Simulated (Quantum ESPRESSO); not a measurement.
# Rh (P6_3/mmc) in Quantum ESPRESSO: further runs

One crystal, Rh, is run at these levels: PBEsol, LDA; tasks: band structure, single point, equation of state.

Everything below comes from runs of Quantum ESPRESSO 7.5. Logs are shortened: lines on timing, memory, paths and dates and some standing lists are left out, and cuts for length are marked.

**1. Starting point**

The structure is hexagonal, space group P6_3/mmc (No. 194). The conventional cell has a = 2.731 Å, b = 2.731 Å, c = 4.428 Å, α = 90.00°, β = 90.00°, γ = 120.00°. Rh (site symmetry -6m2) is surrounded by 12 Rh at 2.72 to 2.73 Å.

This isn't the form of Rh at room conditions, which is fcc.

**2. Band structure, PBEsol**

Contents of pw.in:

```
&CONTROL
  calculation = 'scf'
  prefix = 'pwscf'
  outdir = './tmp'
  pseudo_dir = './pseudo'
  tprnfor = .true.
  tstress = .true.
  disk_io = 'low'
/
&SYSTEM
  ibrav = 0
  celldm(1) = 8
  nat = 2
  ntyp = 1
  ecutwfc = 45
  ecutrho = 360
  nbnd = 22
  occupations = 'smearing'
  smearing = 'fd'
  degauss = 0.00367493
/
&ELECTRONS
  conv_thr = 4d-10
  electron_maxstep = 120
  mixing_beta = 0.5
/
ATOMIC_SPECIES
Rh   102.9055 rh_pbesol_v1.4.uspp.F.UPF
CELL_PARAMETERS alat
  0.6451003052314   0.0000000000000   0.0000000000000
 -0.3225501526157   0.5586732523317   0.0000000000000
  0.0000000000000   0.0000000000000   1.0460789194897
ATOMIC_POSITIONS crystal
Rh     0.3333333333    0.6666666667    0.2500000000
Rh     0.6666666667    0.3333333333    0.7500000000
K_POINTS automatic
11 11 6 0 0 0
```

Contents of bands.in:

```
&CONTROL
  calculation = 'bands'
  prefix = 'pwscf'
  outdir = './tmp'
  pseudo_dir = './pseudo'
  disk_io = 'low'
  verbosity = 'high'
/
&SYSTEM
  ibrav = 0
  celldm(1) = 8
  nat = 2
  ntyp = 1
  ecutwfc = 45
  ecutrho = 360
  nbnd = 22
  occupations = 'smearing'
  smearing = 'fd'
  degauss = 0.00367493
/
&ELECTRONS
  conv_thr = 1d-08
  electron_maxstep = 120
  mixing_beta = 0.5
  diago_full_acc = .true.
  startingwfc = 'random'
/
ATOMIC_SPECIES
Rh   102.9055 rh_pbesol_v1.4.uspp.F.UPF
CELL_PARAMETERS alat
  0.6451003052314   0.0000000000000   0.0000000000000
 -0.3225501526157   0.5586732523317   0.0000000000000
  0.0000000000000   0.0000000000000   1.0460789194897
ATOMIC_POSITIONS crystal
Rh     0.3333333333    0.6666666667    0.2500000000
Rh     0.6666666667    0.3333333333    0.7500000000
K_POINTS crystal
60
 0.0000000000  0.0000000000  0.0000000000 1
 0.0714285714  0.0000000000  0.0000000000 1
 0.1428571429  0.0000000000  0.0000000000 1
 0.2142857143  0.0000000000  0.0000000000 1
 0.2857142857  0.0000000000  0.0000000000 1
 0.3571428571  0.0000000000  0.0000000000 1
 0.4285714286  0.0000000000  0.0000000000 1
 0.5000000000  0.0000000000  0.0000000000 1
 0.4583333333  0.0833333333  0.0000000000 1
 0.4166666667  0.1666666667  0.0000000000 1
 0.3750000000  0.2500000000  0.0000000000 1
 0.3333333333  0.3333333333  0.0000000000 1
 0.2962962963  0.2962962963  0.0000000000 1
 0.2592592593  0.2592592593  0.0000000000 1
 0.2222222222  0.2222222222  0.0000000000 1
 0.1851851852  0.1851851852  0.0000000000 1
 0.1481481481  0.1481481481  0.0000000000 1
 0.1111111111  0.1111111111  0.0000000000 1
 0.0740740741  0.0740740741  0.0000000000 1
 0.0370370370  0.0370370370  0.0000000000 1
 0.0000000000  0.0000000000  0.0000000000 1
 0.0000000000  0.0000000000  0.1250000000 1
 0.0000000000  0.0000000000  0.2500000000 1
 0.0000000000  0.0000000000  0.3750000000 1
 0.0000000000  0.0000000000  0.5000000000 1
 0.0625000000  0.0000000000  0.5000000000 1
 0.1250000000  0.0000000000  0.5000000000 1
 0.1875000000  0.0000000000  0.5000000000 1
 0.2500000000  0.0000000000  0.5000000000 1
 0.3125000000  0.0000000000  0.5000000000 1
 0.3750000000  0.0000000000  0.5000000000 1
 0.4375000000  0.0000000000  0.5000000000 1
 0.5000000000  0.0000000000  0.5000000000 1
 0.4666666667  0.0666666667  0.5000000000 1
 0.4333333333  0.1333333333  0.5000000000 1
 0.4000000000  0.2000000000  0.5000000000 1
 0.3666666667  0.2666666667  0.5000000000 1
 0.3333333333  0.3333333333  0.5000000000 1
 0.3030303030  0.3030303030  0.5000000000 1
 0.2727272727  0.2727272727  0.5000000000 1
 0.2424242424  0.2424242424  0.5000000000 1
 0.2121212121  0.2121212121  0.5000000000 1
 0.1818181818  0.1818181818  0.5000000000 1
 0.1515151515  0.1515151515  0.5000000000 1
 0.1212121212  0.1212121212  0.5000000000 1
 0.0909090909  0.0909090909  0.5000000000 1
 0.0606060606  0.0606060606  0.5000000000 1
 0.0303030303  0.0303030303  0.5000000000 1
 0.0000000000  0.0000000000  0.5000000000 1
 0.5000000000  0.0000000000  0.5000000000 1
 0.5000000000  0.0000000000  0.4000000000 1
 0.5000000000  0.0000000000  0.3000000000 1
 0.5000000000  0.0000000000  0.2000000000 1
 0.5000000000  0.0000000000  0.1000000000 1
 0.5000000000  0.0000000000  0.0000000000 1
 0.3333333333  0.3333333333  0.0000000000 1
 0.3333333333  0.3333333333  0.1250000000 1
 0.3333333333  0.3333333333  0.2500000000 1
 0.3333333333  0.3333333333  0.3750000000 1
 0.3333333333  0.3333333333  0.5000000000 1
```

Potentials or basis: GBRV 1.5 PBEsol.

The run is started by

```console
OMP_NUM_THREADS=1 mpirun -n 2 pw.x -nk 2 -in pw.in > pw.out
OMP_NUM_THREADS=1 mpirun -n 2 pw.x -nk 2 -in bands.in > bands.out
```

pw.out:

```text
This program is part of the open-source Quantum ESPRESSO suite
     for quantum simulation of materials; please cite
[... 13 lines left out ...]
     --------------------
     sticks:   dense  smooth     PW     G-vecs:    dense   smooth      PW
     Sum         661     337    109                22323     7739    1389

     Using Slab Decomposition

     bravais-lattice index     =            0
     lattice parameter (alat)  =       8.0000  a.u.
     unit-cell volume          =     193.0277 (a.u.)^3
     number of atoms/cell      =            2
     number of atomic types    =            1
     number of electrons       =        30.00
     number of Kohn-Sham states=           22
     kinetic-energy cutoff     =      45.0000  Ry
     charge density cutoff     =     360.0000  Ry
     scf convergence threshold =      4.0E-10
     mixing beta               =       0.5000
     number of iterations used =            8  plain     mixing
     Exchange-correlation= SLA  PW   PSX  PSC
                           (   1   4  10   8   0   0   0)

     celldm(1)=   8.000000  celldm(2)=   0.000000  celldm(3)=   0.000000
     celldm(4)=   0.000000  celldm(5)=   0.000000  celldm(6)=   0.000000

     crystal axes: (cart. coord. in units of alat)
               a(1) = (   0.645100   0.000000   0.000000 )
               a(2) = (  -0.322550   0.558673   0.000000 )
               a(3) = (   0.000000   0.000000   1.046079 )

     reciprocal axes: (cart. coord. in units 2 pi/alat)
               b(1) = (  1.550147  0.894978 -0.000000 )
               b(2) = (  0.000000  1.789955  0.000000 )
               b(3) = (  0.000000 -0.000000  0.955951 )

     PseudoPot. # 1 for Rh read from file:
     rh_pbesol_v1.4.uspp.F.UPF
     Pseudo is Ultrasoft + core correction, Zval = 15.0
     Generated by new atomic code, or converted to UPF format
     Using radial grid of  969 points,  7 beta functions with:
                l(1) =   0
                l(2) =   0
                l(3) =   1
                l(4) =   1
                l(5) =   2
                l(6) =   2
                l(7) =   2
     Q(r) pseudized with  8 coefficients,  rinner =    1.200   1.200   1.200
                                                       1.200   1.200

     atomic species   valence    mass     pseudopotential
     Rh               15.00   102.90550     Rh( 1.00)

     24 Sym. Ops., with inversion, found (12 have fractional translation)

   Cartesian axes

     site n.     atom                  positions (alat units)
         1        Rh     tau(   1) = (  -0.0000000   0.3724488   0.2615197  )
         2        Rh     tau(   2) = (   0.3225502   0.1862244   0.7845592  )

     number of k points=    64  Fermi-Dirac smearing, width (Ry)=  0.0037
                       cart. coord. in units 2pi/alat
        k(    1) = (   0.0000000   0.0000000   0.0000000), wk =   0.0027548
        k(    2) = (   0.0000000   0.0000000   0.1593251), wk =   0.0055096
        k(    3) = (   0.0000000   0.0000000   0.3186503), wk =   0.0055096
        k(    4) = (   0.0000000   0.0000000  -0.4779754), wk =   0.0027548
        k(    5) = (   0.0000000   0.1627232   0.0000000), wk =   0.0165289
        k(    6) = (   0.0000000   0.1627232   0.1593251), wk =   0.0330579
[... 56 lines left out ...]
        k(   63) = (   0.4227672   0.8949775   0.3186503), wk =   0.0330579
        k(   64) = (   0.4227672   0.8949775  -0.4779754), wk =   0.0165289

     Dense  grid:    22323 G-vectors     FFT dimensions: (  32,  32,  54)

     Smooth grid:     7739 G-vectors     FFT dimensions: (  24,  24,  36)

     Initial potential from superposition of free atoms

     starting charge      28.9998, renormalised to      30.0000

     negative rho (up, down):  1.108E-01 0.000E+00
     Starting wfcs are   24 randomized atomic wfcs

     Self-consistent Calculation

     iteration #  1     ecut=    45.00 Ry     beta= 0.50
     Davidson diagonalization with overlap
     ethr =  1.00E-02,  avg # of iterations =  4.2

     negative rho (up, down):  1.139E-01 0.000E+00

[... 58 lines left out ...]
    17.2993  17.3883  17.3883  17.8787  17.8787  18.4713  18.4713  20.3946
    20.3946  20.9158  28.4070  36.5047  38.7934  39.3605

          k = 0.0000 0.0000 0.1593 (  1002 PWs)   bands (ev):

   -26.6945 -26.1575 -26.1575 -26.1277 -26.0766 -26.0766  12.6543  14.3846
    17.1989  17.2919  17.2919  17.7622  17.7622  18.7419  18.7419  19.9622
    20.3723  20.3723  29.7159  36.0953  38.7045  39.3747

          k = 0.0000 0.0000 0.3187 (  1002 PWs)   bands (ev):

   -26.5775 -26.2504 -26.1404 -26.1404 -26.0938 -26.0938  13.3820  14.4687
    17.0106  17.2101  17.2101  17.5094  17.5094  18.2776  19.2959  19.2959
    20.2214  20.2214  32.4684  35.6835  37.6419  39.1209

          k = 0.0000 0.0000-0.4780 (   990 PWs)   bands (ev):

   -26.4154 -26.4154 -26.1171 -26.1171 -26.1171 -26.1171  14.1902  14.1902
    17.1656  17.1656  17.2887  17.2887  17.2887  17.2887  19.8463  19.8463
    19.8463  19.8463  35.0335  35.0335  37.4559  37.4559

          k = 0.0000 0.1627 0.0000 (   997 PWs)   bands (ev):

   -26.7202 -26.2018 -26.1760 -26.1099 -26.0893 -26.0765  12.6648  14.5289
    16.9780  17.5992  17.6527  17.7937  18.0725  18.1968  18.3296  19.1539
    20.4665  22.5531  28.3862  36.7306  39.0989  39.3156

          k = 0.0000 0.1627 0.1593 (   997 PWs)   bands (ev):

   -26.6806 -26.1944 -26.1694 -26.1522 -26.0965 -26.0832  12.9268  14.6024
    16.9872  17.3693  17.4709  17.5645  17.9451  18.5458  18.6497  18.9750
    20.4260  21.7747  29.7659  36.3852  38.8015  39.4854

          k = 0.0000 0.1627 0.3187 (  1001 PWs)   bands (ev):

   -26.5715 -26.2668 -26.1735 -26.1513 -26.1171 -26.1015  13.6358  14.7176
    16.9412  17.0900  17.1108  17.3768  17.6877  18.0885  19.2383  19.3360
    20.2343  20.7575  32.5562  35.9914  37.8265  39.1875

          k = 0.0000 0.1627-0.4780 (  1002 PWs)   bands (ev):

   -26.4204 -26.4204 -26.1454 -26.1454 -26.1264 -26.1264  14.4463  14.4463
    16.7546  16.7546  17.4053  17.4053  17.4604  17.4604  19.8188  19.8188
    20.0244  20.0244  35.2118  35.2118  37.6206  37.6206
[... 307 lines left out ...]
          k = 0.4228 0.7323-0.4780 (   990 PWs)   bands (ev):

   -26.6098 -26.6098 -26.3968 -26.3968 -26.2015 -26.2015  15.3333  15.3333
    16.4239  16.4239  17.2670  17.2670  18.4638  18.4638  20.6544  20.6544
    25.2756  25.2756  31.2061  31.2061  31.3355  31.3355

          k = 0.4228 0.8950 0.0000 (   976 PWs)   bands (ev):

   -26.5614 -26.4627 -26.4433 -26.3735 -26.3282 -26.3072  15.0217  15.7655
    15.8946  16.6483  17.0282  17.2850  18.4640  20.0466  20.3808  20.4340
    25.5221  26.2281  27.9202  32.4971  33.3216  34.6766

          k = 0.4228 0.8950 0.1593 (   977 PWs)   bands (ev):

   -26.5670 -26.5067 -26.4819 -26.3486 -26.3099 -26.2608  15.1236  15.8157
    15.8876  16.4091  17.0825  17.4047  18.4522  19.9861  20.1109  20.4699
    25.8393  26.3303  28.2928  31.6173  31.8340  33.9888

          k = 0.4228 0.8950 0.3187 (   984 PWs)   bands (ev):

   -26.5953 -26.5704 -26.4744 -26.3853 -26.2364 -26.2103  15.3023  15.7685
    16.0593  16.2040  17.1230  17.4722  18.4621  19.1296  20.2892  20.5696
    26.4551  26.6129  29.2059  30.3310  30.4689  32.3985

          k = 0.4228 0.8950-0.4780 (   994 PWs)   bands (ev):

   -26.6037 -26.6037 -26.4322 -26.4322 -26.1995 -26.1995  15.4950  15.4950
    16.2682  16.2682  17.2635  17.2635  18.5923  18.5923  20.4944  20.4944
    26.8205  26.8205  29.5597  29.5597  30.9585  30.9585

     the Fermi energy is    20.2513 ev

!    total energy              =    -342.31097600 Ry
     estimated scf accuracy    <          6.0E-11 Ry
     smearing contrib. (-TS)   =      -0.00221780 Ry
     internal energy E=F+TS    =    -342.30875820 Ry

     The total energy is F=E-TS. E is the sum of the following terms:
     one-electron contribution =     -50.94377485 Ry
     hartree contribution      =      51.43719842 Ry
     xc contribution           =     -59.46686685 Ry
     ewald contribution        =    -283.33531492 Ry

     convergence has been achieved in   7 iterations

     negative rho (up, down):  1.136E-01 0.000E+00

     Forces acting on atoms (cartesian axes, Ry/au):

     atom    1 type  1   force =     0.00000000    0.00000000    0.00000000
     atom    2 type  1   force =    -0.00000000   -0.00000000    0.00000000

     Total force =     0.000000     Total SCF correction =     0.000000

     Computing stress (Cartesian axis) and pressure

     negative rho (up, down):  1.136E-01 0.000E+00
          total   stress  (Ry/bohr**3)                   (kbar)     P=     -131.62
  -0.00086355  -0.00000000   0.00000000         -127.03       -0.00        0.00
  -0.00000000  -0.00086355   0.00000000           -0.00     -127.03        0.00
   0.00000000  -0.00000000  -0.00095706            0.00       -0.00     -140.79

=------------------------------------------------------------------------------=
   JOB DONE.
=------------------------------------------------------------------------------=
```

Run time: 24 s. Hardware: 2 MPI ranks of Intel Xeon Platinum 8259CL at 2.50GHz (Skylake/Cascade Lake), shared host; peak memory 0.24 GiB.

What came out:

```yaml
Free_energy: -4657.3781 eV
Pressure: -13.2 GPa
Band_gap_on_the_k_mesh: none (metal or under the smearing width)
```

Levels at the corners of the path, in eV from the Fermi level:
```
point  band 10  band 11  band 12  band 13  band 14  band 15  band 16  band 17  band 18  band 19
    Γ    -2.86    -2.86    -2.37    -2.37    -1.78    -1.78     0.14     0.14     0.66     8.16
    M    -3.09    -2.58    -2.13    -2.07     0.42     0.59     0.70     2.89     4.91    10.04
    K    -3.79    -3.12    -3.12    -1.71    -0.08    -0.08     0.16     6.07     6.34     6.34
    Γ    -2.86    -2.86    -2.37    -2.37    -1.78    -1.78     0.14     0.14     0.66     8.16
    A    -3.09    -2.96    -2.96    -2.96    -2.96    -0.40    -0.40    -0.40    -0.40    14.78
    L    -4.53    -1.56    -1.56    -0.29    -0.29     0.59     0.59     2.57     2.57     8.92
    H    -4.08    -2.99    -2.99    -1.75    -1.75     0.21     0.21     7.24     7.24     9.26
    A    -3.09    -2.96    -2.96    -2.96    -2.96    -0.40    -0.40    -0.40    -0.40    14.78
    L    -4.53    -1.56    -1.56    -0.29    -0.29     0.59     0.59     2.57     2.57     8.92
    M    -3.09    -2.58    -2.13    -2.07     0.42     0.59     0.70     2.89     4.91    10.04
    K    -3.79    -3.12    -3.12    -1.71    -0.08    -0.08     0.16     6.07     6.34     6.34
    H    -4.08    -2.99    -2.99    -1.75    -1.75     0.21     0.21     7.24     7.24     9.26
```

**3. Single point, LDA, 13.44 Å³/atom**

Contents of pw.in:

```
&CONTROL
  calculation = 'scf'
  prefix = 'pwscf'
  outdir = './tmp'
  pseudo_dir = './pseudo'
  tstress = .true.
  disk_io = 'nowf'
/
&SYSTEM
  ibrav = 0
  nat = 2
  ntyp = 1
  ecutwfc = 45
  ecutrho = 360
  nbnd = 22
  occupations = 'smearing'
  smearing = 'fd'
  degauss = 0.00367493
/
&ELECTRONS
  conv_thr = 4d-10
  electron_maxstep = 120
  mixing_beta = 0.5
/
ATOMIC_SPECIES
Rh   102.9055 rh_lda_v1.4.uspp.F.UPF
CELL_PARAMETERS angstrom
   2.6752291329    0.0000000000    0.0000000000
  -1.3376145665    2.3168163901    0.0000000000
   0.0000000000    0.0000000000    4.3380863070
ATOMIC_POSITIONS crystal
Rh     0.3333333333    0.6666666667    0.2500000000
Rh     0.6666666667    0.3333333333    0.7500000000
K_POINTS automatic
11 11 6 0 0 0
```

Potentials or basis: GBRV 1.5 LDA.

The run is started by

```console
OMP_NUM_THREADS=1 mpirun -n 2 pw.x -nk 2 -in pw.in > pw.out
```

It took 14 s on 2 MPI ranks of Intel Xeon Platinum 8259CL at 2.50GHz (Skylake/Cascade Lake), shared host; peak memory 0.22 GiB.

Results (log left out):

```yaml
Free_energy: -4662.4519 eV
Pressure: -2.8 GPa
Band_gap_on_the_k_mesh: none (metal or under the smearing width)
```

(Continued in part 2 of 2.)
